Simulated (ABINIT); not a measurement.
The system is ZrSe2.

```xyz
3
Lattice="3.7980 0.0000 0.0000 -1.8990 3.2892 0.0000 0.0000 0.0000 6.1920" Properties=species:S:1:pos:R:3 pbc="T T T"
Zr    0.0000    0.0000    0.0000
Se    1.8990    1.0964    4.6440
Se    0.0000    2.1928    1.5480
```

Base run:

```yaml
Program: ABINIT 10.8.3 (patched build)
Functional: PBE
Potentials_or_basis: JTH PAW PBE v2.0
Cutoff: 463 eV
k_mesh: 8 × 8 × 5
Occupations: fermi-dirac, width 0.05 eV
Spin: no spin polarisation
```

Its results: band gap on the k mesh 0.41 eV, indirect (least direct gap 1.06 eV); pressure 1.9 GPa; largest force 0.278 eV/Å.

**Question.** The run is repeated on the same cell with these changes: functional from PBE to HCTH407. What comes out?

**Answer.** Band gap on the k mesh 0.55 eV, indirect (least direct gap 1.12 eV); pressure 3.1 GPa; largest force 0.108 eV/Å.

Caveats: this functional lacks dispersion, which binds the layers, so the pressure and a relaxed spacing across them are unreliable (some runs); the PAW data sets were made with another functional, which shifts forces and pressure a little (some runs).
